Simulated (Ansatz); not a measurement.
PtSe2 (Sudovikovite):

```
Pt Se
1.0
     3.72400    0.00000    0.00000
    -1.86200    3.22508    0.00000
     0.00000    0.00000    5.06200
Pt Se
1 2
Direct
  0.00000 0.00000 0.00000
  0.66667 0.33333 0.75000
  0.33333 0.66667 0.25000
```

Base run:

- Program: Ansatz 0.2.0
- Functional: LDA
- Potentials or basis: Ansatz PAW
- Cutoff: 420 eV
- Density cutoff: 1680 eV
- k mesh: 8 × 8 × 5
- Occupations: fermi-dirac, width 0.05 eV
- Spin: no spin polarisation
- Hubbard terms: Pt d U = 8 eV

Its results: band gap on the k mesh none (metal or under the smearing width); pressure 0.4 GPa; largest force 0.422 eV/Å.

Q: The run is repeated on the same cell with these changes: hubbard terms from Pt d U = 8 eV to none; hubbard projectors from ortho-atomic (the default) to none. What comes out?

A: Band gap on the k mesh none (metal or under the smearing width); pressure -0.5 GPa; largest force 0.196 eV/Å.

Caveats: the PAW data sets come from PBE, with cores solved anew for the run's functional, which leaves a small shift of forces and pressure; the density of states is complete only up to the lowest level of the last band computed; U without spin polarisation on a metal has little footing (some runs).

Not every run made on this cell is shown here.
